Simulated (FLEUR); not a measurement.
# Pd (Im-3m) in FLEUR: a series of runs

Runs on Pd. Level: r2SCAN. Tasks: band structure, equation of state.

Program: FLEUR MaX-R8.1 (later development tree). These are calculated values, not measurements. Logs are shortened: lines on timing, memory, paths and dates and some standing lists are left out, and cuts for length are marked.

### 1 The crystal as given

Symmetry: Im-3m, No. 229, cubic system. Conventional cell: a = 3.145 Å, b = 3.145 Å, c = 3.145 Å, α = 90.00°, β = 90.00°, γ = 90.00°. Pd (site symmetry m-3m) is surrounded by 8 Pd at 2.72 Å.

This isn't the form of Pd at room conditions, which is fcc.

### 2 Band structure, r2SCAN

inp.xml reads:

```xml
<?xml version="1.0" encoding="UTF-8" standalone="no"?>
<fleurInput fleurInputVersion="0.39">
   <comment>
      Pd                                                                                                  
   </comment>
   <calculationSetup>
      <cutoffs Kmax="4.12" Gmax="12.8" GmaxXC="12.8" numbands="0"/>
      <scfLoop itmax="80" minDistance="0.0001" maxIterBroyd="30" imix="Anderson" alpha="0.05" precondParam="0.0" spinf="2.0" sdNocoIR="T"/>
      <coreElectrons ctail="F" frcor="F" kcrel="0" coretail_lmax="0"/>
      <xcFunctional name="LibXC" relativisticCorrections="F">
         <LibXCName exchange="mgga_x_r2scan" correlation="mgga_c_r2scan"/>
         <AuxGGA exchange="117" correlation="130"/>
      </xcFunctional>
      <magnetism jspins="1"/>
      <soc l_soc="F" theta="0.0" phi="0.0" spav="F"/>
      <expertModes spex="0" secvar="F"/>
      <geometryOptimization l_f="F" forcealpha="1.0" forcemix="BFGS" epsdisp="0.00001" epsforce="0.00001"/>
      <ldaU l_linMix="F" mixParam="0.05" spinf="1.0"/>
   </calculationSetup>
   <cell>
      <bzIntegration valenceElectrons="18.0" mode="hist" fermiSmearingEnergy="0.00183747">
         <kPointListSelection listName="default-1"/>
         <!-- k-points included here -->
         <xi:include xmlns:xi="http://www.w3.org/2001/XInclude" href="kpts.xml"> </xi:include>
      </bzIntegration>
      <!-- symmetry operations included here -->
      <xi:include xmlns:xi="http://www.w3.org/2001/XInclude" href="sym.xml"> </xi:include>
      <bulkLattice scale="1.0">
         <bravaisMatrix>
            <row-1>   -2.9711804809122127     2.9711804809122127     2.9711804809122127</row-1>
            <row-2>    2.9711804809122127    -2.9711804809122127     2.9711804809122127</row-2>
            <row-3>    2.9711804809122127     2.9711804809122127    -2.9711804809122127</row-3>
         </bravaisMatrix>
      </bulkLattice>
   </cell>
   <atomSpecies>
      <species name="Palladium (Pd)" element="Pd" atomicNumber="46">
         <mtSphere radius="2.38" gridPoints="787" logIncrement="0.016"/>
         <atomicCutoffs lmax="10" lnonsphr="10"/>
         <electronConfig flipSpins="F">
            <coreConfig>(1s1/2) (2s1/2) (2p1/2) (2p3/2) (3s1/2) (3p1/2) (3p3/2) (3d3/2) (3d5/2)</coreConfig>
            <valenceConfig>(4s1/2) (4p1/2) (4p3/2) (5s1/2) (4d3/2) (4d5/2)</valenceConfig>
            <stateOccupation state="(5s1/2)" spinUp="0.500000" spinDown="0.500000"/>
            <stateOccupation state="(4d3/2)" spinUp="1.800000" spinDown="1.800000"/>
            <stateOccupation state="(4d5/2)" spinUp="2.700000" spinDown="2.700000"/>
         </electronConfig>
         <energyParameters s="5" p="5" d="4" f="4"/>
         <lo type="SCLO" l="0" n="4" eDeriv="0"/>
         <lo type="SCLO" l="1" n="4" eDeriv="0"/>
         <lo type="SCLO" l="1" n="4" eDeriv="1"/>
         <lo type="SCLO" l="2" n="4" eDeriv="2"/>
         <lo type="SCLO" l="3" n="4" eDeriv="2"/>
      </species>
   </atomSpecies>
   <atomGroups>
      <atomGroup species="Palladium (Pd)">
         <relPos label="                   1">.0000000000 .0000000000 .0000000000</relPos>
         <force calculate="T" relaxXYZ="TTT"/>
      </atomGroup>
   </atomGroups>
   <output dos="F" band="F" slice="F">
      <checks vchk="F" cdinf="F"/>
      <bandDOS minEnergy="-.5*Htr" maxEnergy="0.5*Htr" sigma="0.015" storeEVData="T"/>
      <vacuumDOS vacdos="F" integ="F" star="F" nstars="0" locx1="0.0" locy1="0.0" locx2="0.0" locy2="0.0" nstm="0" tworkf="0.0"/>
      <unfoldingBand unfoldBand="F" supercellX="1" supercellY="1" supercellZ="1"/>
      <plotting iplot="0" polar="F">
         <plot TwoD="T" vec1="  1.0  0.0  0.0" vec2="  0.0  1.0  0.0" vec3="  0.0  0.0  1.0" zero="  0.0  0.0  0.0" file="plot"/>
      </plotting>
      <chargeDensitySlicing numkpt="0" minEigenval="0.0" maxEigenval="0.0" nnne="0" pallst="F"/>
      <specialOutput eonly="F"/>
      <moessbauerParams electricFieldGradient="T" isomerShift="T" coreHyperfine="T" valenceHyperfine="T"/>
      <magneticCircularDichroism mcd="F" energyLo="-10.0" energyUp="0.0"/>
   </output>
  <!-- We include the file relax.xml here to enable relaxations (see documentation) -->
  <xi:include xmlns:xi="http://www.w3.org/2001/XInclude" href="relax.xml"> <xi:fallback/> </xi:include>
</fleurInput>
```

crystal.txt reads:

```
Pd
&input cartesian=F /
-1.5722810000  1.5722810000  1.5722810000
1.5722810000  -1.5722810000  1.5722810000
1.5722810000  1.5722810000  -1.5722810000
1.8897261246
1.0 1.0 1.0

1
46 0.0000000000  0.0000000000  0.0000000000

&kpt div1=12 div2=12 div3=12 gamma=T /
```

inp.xml (bands) reads:

```
<?xml version="1.0" encoding="UTF-8" standalone="no"?>
<fleurInput fleurInputVersion="0.39">
   <comment>
      Pd                                                                                                  
   </comment>
   <calculationSetup>
      <cutoffs Kmax="4.12" Gmax="12.8" GmaxXC="12.8" numbands="0"/>
      <scfLoop itmax="80" minDistance="0.0001" maxIterBroyd="30" imix="Anderson" alpha="0.05" precondParam="0.0" spinf="2.0" sdNocoIR="T"/>
      <coreElectrons ctail="F" frcor="F" kcrel="0" coretail_lmax="0"/>
      <xcFunctional name="LibXC" relativisticCorrections="F">
         <LibXCName exchange="mgga_x_r2scan" correlation="mgga_c_r2scan"/>
         <AuxGGA exchange="117" correlation="130"/>
      </xcFunctional>
      <magnetism jspins="1"/>
      <soc l_soc="F" theta="0.0" phi="0.0" spav="F"/>
      <expertModes spex="0" secvar="F"/>
      <geometryOptimization l_f="F" forcealpha="1.0" forcemix="BFGS" epsdisp="0.00001" epsforce="0.00001"/>
      <ldaU l_linMix="F" mixParam="0.05" spinf="1.0"/>
   </calculationSetup>
   <cell>
      <bzIntegration valenceElectrons="18.0" mode="hist" fermiSmearingEnergy="0.00183747">
         <kPointListSelection listName="path-1"/>
         <!-- k-points included here -->
         <xi:include xmlns:xi="http://www.w3.org/2001/XInclude" href="kpts.xml"> </xi:include>
      </bzIntegration>
      <!-- symmetry operations included here -->
      <xi:include xmlns:xi="http://www.w3.org/2001/XInclude" href="sym.xml"> </xi:include>
      <bulkLattice scale="1.0">
         <bravaisMatrix>
            <row-1>   -2.9711804809122127     2.9711804809122127     2.9711804809122127</row-1>
            <row-2>    2.9711804809122127    -2.9711804809122127     2.9711804809122127</row-2>
            <row-3>    2.9711804809122127     2.9711804809122127    -2.9711804809122127</row-3>
         </bravaisMatrix>
      </bulkLattice>
   </cell>
   <atomSpecies>
      <species name="Palladium (Pd)" element="Pd" atomicNumber="46">
         <mtSphere radius="2.38" gridPoints="787" logIncrement="0.016"/>
         <atomicCutoffs lmax="10" lnonsphr="10"/>
         <electronConfig flipSpins="F">
            <coreConfig>(1s1/2) (2s1/2) (2p1/2) (2p3/2) (3s1/2) (3p1/2) (3p3/2) (3d3/2) (3d5/2)</coreConfig>
            <valenceConfig>(4s1/2) (4p1/2) (4p3/2) (5s1/2) (4d3/2) (4d5/2)</valenceConfig>
            <stateOccupation state="(5s1/2)" spinUp="0.500000" spinDown="0.500000"/>
            <stateOccupation state="(4d3/2)" spinUp="1.800000" spinDown="1.800000"/>
            <stateOccupation state="(4d5/2)" spinUp="2.700000" spinDown="2.700000"/>
         </electronConfig>
         <energyParameters s="5" p="5" d="4" f="4"/>
         <lo type="SCLO" l="0" n="4" eDeriv="0"/>
         <lo type="SCLO" l="1" n="4" eDeriv="0"/>
         <lo type="SCLO" l="1" n="4" eDeriv="1"/>
         <lo type="SCLO" l="2" n="4" eDeriv="2"/>
         <lo type="SCLO" l="3" n="4" eDeriv="2"/>
      </species>
   </atomSpecies>
   <atomGroups>
      <atomGroup species="Palladium (Pd)">
         <relPos label="                   1">.0000000000 .0000000000 .0000000000</relPos>
         <force calculate="T" relaxXYZ="TTT"/>
      </atomGroup>
   </atomGroups>
   <output dos="F" band="T" slice="F">
      <checks vchk="F" cdinf="F"/>
      <bandDOS minEnergy="-.5*Htr" maxEnergy="0.5*Htr" sigma="0.015" storeEVData="T"/>
      <vacuumDOS vacdos="F" integ="F" star="F" nstars="0" locx1="0.0" locy1="0.0" locx2="0.0" locy2="0.0" nstm="0" tworkf="0.0"/>
      <unfoldingBand unfoldBand="F" supercellX="1" supercellY="1" supercellZ="1"/>
      <plotting iplot="0" polar="F">
         <plot TwoD="T" vec1="  1.0  0.0  0.0" vec2="  0.0  1.0  0.0" vec3="  0.0  0.0  1.0" zero="  0.0  0.0  0.0" file="plot"/>
      </plotting>
      <chargeDensitySlicing numkpt="0" minEigenval="0.0" maxEigenval="0.0" nnne="0" pallst="F"/>
      <specialOutput eonly="F"/>
      <moessbauerParams electricFieldGradient="T" isomerShift="T" coreHyperfine="T" valenceHyperfine="T"/>
      <magneticCircularDichroism mcd="F" energyLo="-10.0" energyUp="0.0"/>
   </output>
  <!-- We include the file relax.xml here to enable relaxations (see documentation) -->
  <xi:include xmlns:xi="http://www.w3.org/2001/XInclude" href="relax.xml"> <xi:fallback/> </xi:include>
</fleurInput>
```

Potentials or basis: all-electron, FLAPW.

The run is started by

```console
$ inpgen -f crystal.txt -profile fastHighL
$ # inp.xml edited to the form shown
$ fleur_MPI
$ fleur_MPI   # second run, on inp.xml (bands)
```

Output:

```text
Welcome to FLEUR        (www.flapw.de)
      MaX-Release 8.1          (www.max-centre.eu)
 func_ids         498         497         498         497
 MetaGGA potential functional detected - V_tau will be computed
 Auxiliary Potential for radial basis: exchange=         117  correlation=         130
The functional 'Re-regularized SCAN exchange by Furness et al' is an exchange functional, it belongs to the 'MGGA' family and is defined in the reference(s):
[1] J. W. Furness, A. D. Kaplan, J. Ning, J. P. Perdew, and J. Sun.,  J. Phys. Chem. Lett. 11, 8208-8215 (2020)
[2] J. W. Furness, A. D. Kaplan, J. Ning, J. P. Perdew, and J. Sun.,  J. Phys. Chem. Lett. 11, 9248-9248 (2020)
The functional 'Re-regularized SCAN correlation by Furness et al' is a correlation functional, it belongs to the 'MGGA' family and is defined in the reference(s):
[1] J. W. Furness, A. D. Kaplan, J. Ning, J. P. Perdew, and J. Sun.,  J. Phys. Chem. Lett. 11, 8208-8215 (2020)
[2] J. W. Furness, A. D. Kaplan, J. Ning, J. P. Perdew, and J. Sun.,  J. Phys. Chem. Lett. 11, 9248-9248 (2020)
 Using same functional for VXC and EXC

 ========== k-point set info ==========
 Selected k-point list: default-1
 k-point list type: mesh
 12 x 12 x 12
 Number of k points: 72

 ------------Calculation Setup---------------------------
 Number of MPI-tasks      :            1
 Number of PE/node        :            1
 Number of OMP-threads    :            1
 Most efficient MPI parallelization for:
           1           2           3           4           6           8           9          12          18          24          36          72
 Additional eigenvalue parallelization possible
 Number of basis functions:          175
 Approximate size of matrices (H+S) per k-point:         0.000 GB
 --------------------------------------------------------
The functional 'Hammer, Hansen, and Norskov' is an exchange functional, it belongs to the 'GGA' family and is defined in the reference(s):
[1] B. Hammer, L. B. Hansen, and J. K. Nørskov.,  Phys. Rev. B 59, 7413 (1999)
The functional 'Perdew, Burke & Ernzerhof' is a correlation functional, it belongs to the 'GGA' family and is defined in the reference(s):
[1] J. P. Perdew, K. Burke, and M. Ernzerhof.,  Phys. Rev. Lett. 77, 3865 (1996)
[2] J. P. Perdew, K. Burke, and M. Ernzerhof.,  Phys. Rev. Lett. 78, 1396 (1997)
 Using same functional for VXC and EXC
 Using auxiliary GGA potential for the first iteration of MetaGGA calculation.
 Reset of history
 Reset of history
 Iteration:     1   Distance:      32.99403543 me/bohr^3
The functional 'Hammer, Hansen, and Norskov' is an exchange functional, it belongs to the 'GGA' family and is defined in the reference(s):
[1] B. Hammer, L. B. Hansen, and J. K. Nørskov.,  Phys. Rev. B 59, 7413 (1999)
The functional 'Perdew, Burke & Ernzerhof' is a correlation functional, it belongs to the 'GGA' family and is defined in the reference(s):
[1] J. P. Perdew, K. Burke, and M. Ernzerhof.,  Phys. Rev. Lett. 77, 3865 (1996)
[2] J. P. Perdew, K. Burke, and M. Ernzerhof.,  Phys. Rev. Lett. 78, 1396 (1997)
 Using same functional for VXC and EXC
 Iteration:     2   Distance:      30.41812712 me/bohr^3
The functional 'Hammer, Hansen, and Norskov' is an exchange functional, it belongs to the 'GGA' family and is defined in the reference(s):
[1] B. Hammer, L. B. Hansen, and J. K. Nørskov.,  Phys. Rev. B 59, 7413 (1999)
The functional 'Perdew, Burke & Ernzerhof' is a correlation functional, it belongs to the 'GGA' family and is defined in the reference(s):
[1] J. P. Perdew, K. Burke, and M. Ernzerhof.,  Phys. Rev. Lett. 77, 3865 (1996)
[2] J. P. Perdew, K. Burke, and M. Ernzerhof.,  Phys. Rev. Lett. 78, 1396 (1997)
 Using same functional for VXC and EXC
 Iteration:     3   Distance:      28.79082408 me/bohr^3
The functional 'Hammer, Hansen, and Norskov' is an exchange functional, it belongs to the 'GGA' family and is defined in the reference(s):
[1] B. Hammer, L. B. Hansen, and J. K. Nørskov.,  Phys. Rev. B 59, 7413 (1999)
The functional 'Perdew, Burke & Ernzerhof' is a correlation functional, it belongs to the 'GGA' family and is defined in the reference(s):
[1] J. P. Perdew, K. Burke, and M. Ernzerhof.,  Phys. Rev. Lett. 77, 3865 (1996)
[2] J. P. Perdew, K. Burke, and M. Ernzerhof.,  Phys. Rev. Lett. 78, 1396 (1997)
 Using same functional for VXC and EXC
 Iteration:     4   Distance:       8.75068787 me/bohr^3
The functional 'Hammer, Hansen, and Norskov' is an exchange functional, it belongs to the 'GGA' family and is defined in the reference(s):
[1] B. Hammer, L. B. Hansen, and J. K. Nørskov.,  Phys. Rev. B 59, 7413 (1999)
The functional 'Perdew, Burke & Ernzerhof' is a correlation functional, it belongs to the 'GGA' family and is defined in the reference(s):
[1] J. P. Perdew, K. Burke, and M. Ernzerhof.,  Phys. Rev. Lett. 77, 3865 (1996)
[2] J. P. Perdew, K. Burke, and M. Ernzerhof.,  Phys. Rev. Lett. 78, 1396 (1997)
 Using same functional for VXC and EXC
 Iteration:     5   Distance:       0.78619488 me/bohr^3
The functional 'Hammer, Hansen, and Norskov' is an exchange functional, it belongs to the 'GGA' family and is defined in the reference(s):
[... 25 lines left out ...]
 Using same functional for VXC and EXC
 Iteration:     9   Distance:       0.01078733 me/bohr^3
The functional 'Hammer, Hansen, and Norskov' is an exchange functional, it belongs to the 'GGA' family and is defined in the reference(s):
[1] B. Hammer, L. B. Hansen, and J. K. Nørskov.,  Phys. Rev. B 59, 7413 (1999)
The functional 'Perdew, Burke & Ernzerhof' is a correlation functional, it belongs to the 'GGA' family and is defined in the reference(s):
[1] J. P. Perdew, K. Burke, and M. Ernzerhof.,  Phys. Rev. Lett. 77, 3865 (1996)
[2] J. P. Perdew, K. Burke, and M. Ernzerhof.,  Phys. Rev. Lett. 78, 1396 (1997)
 Using same functional for VXC and EXC
 Iteration:    10   Distance:       0.00373536 me/bohr^3
The functional 'Hammer, Hansen, and Norskov' is an exchange functional, it belongs to the 'GGA' family and is defined in the reference(s):
[1] B. Hammer, L. B. Hansen, and J. K. Nørskov.,  Phys. Rev. B 59, 7413 (1999)
The functional 'Perdew, Burke & Ernzerhof' is a correlation functional, it belongs to the 'GGA' family and is defined in the reference(s):
[1] J. P. Perdew, K. Burke, and M. Ernzerhof.,  Phys. Rev. Lett. 77, 3865 (1996)
[2] J. P. Perdew, K. Burke, and M. Ernzerhof.,  Phys. Rev. Lett. 78, 1396 (1997)
 Using same functional for VXC and EXC
 Iteration:    11   Distance:       0.00034653 me/bohr^3
The functional 'Hammer, Hansen, and Norskov' is an exchange functional, it belongs to the 'GGA' family and is defined in the reference(s):
[1] B. Hammer, L. B. Hansen, and J. K. Nørskov.,  Phys. Rev. B 59, 7413 (1999)
The functional 'Perdew, Burke & Ernzerhof' is a correlation functional, it belongs to the 'GGA' family and is defined in the reference(s):
[1] J. P. Perdew, K. Burke, and M. Ernzerhof.,  Phys. Rev. Lett. 77, 3865 (1996)
[2] J. P. Perdew, K. Burke, and M. Ernzerhof.,  Phys. Rev. Lett. 78, 1396 (1997)
 Using same functional for VXC and EXC
 Iteration:    12   Distance:       0.00006186 me/bohr^3

 ********************************************************************
 Run finished successfully
 Stop message:
   all done
 ********************************************************************
```

It took 15 s on 1 thread of Arm Neoverse V2, shared host; peak memory 0.07 GiB.

What came out:

```yaml
Free_energy: -137340.8031 eV
Band_gap_along_the_path: none (metal or under the smearing width)
Valence_electrons_inside_the_program's_atomic_spheres: Pd 16.51 (radii Pd 2.38 bohr)
```

Levels at the corners of the path, in eV from the Fermi level:
```csv
point,band 7,band 8,band 9,band 10,band 11,band 12
Γ,-2.81,-2.81,-0.97,-0.97,19.94,19.94
H,0.20,0.20,0.20,9.62,9.62,9.62
N,-1.02,-0.75,0.57,1.82,7.94,15.68
Γ,-2.81,-2.81,-0.97,-0.97,19.94,19.94
P,-3.36,-0.71,-0.71,9.03,9.73,9.73
H,0.20,0.20,0.20,9.62,9.62,9.62
P,-3.36,-0.71,-0.71,9.03,9.73,9.73
N,-1.02,-0.75,0.57,1.82,7.94,15.68
```

Core levels (eV from the Fermi level):
```tsv
atom	levels
1 Pd	1s1/2 -24152.8, 2s1/2 -3524.3, 2p1/2 -3268.4, 2p3/2 -3109.0, 3s1/2 -634.2, 3p1/2 -533.3, 3p3/2 -505.5, 3d3/2 -327.0, 3d5/2 -321.5
```

Caveat: the meta-GGA is that of a development version, with a GGA for the radial functions and cores and without core tails.

(Part 1 of 2 ends here.)
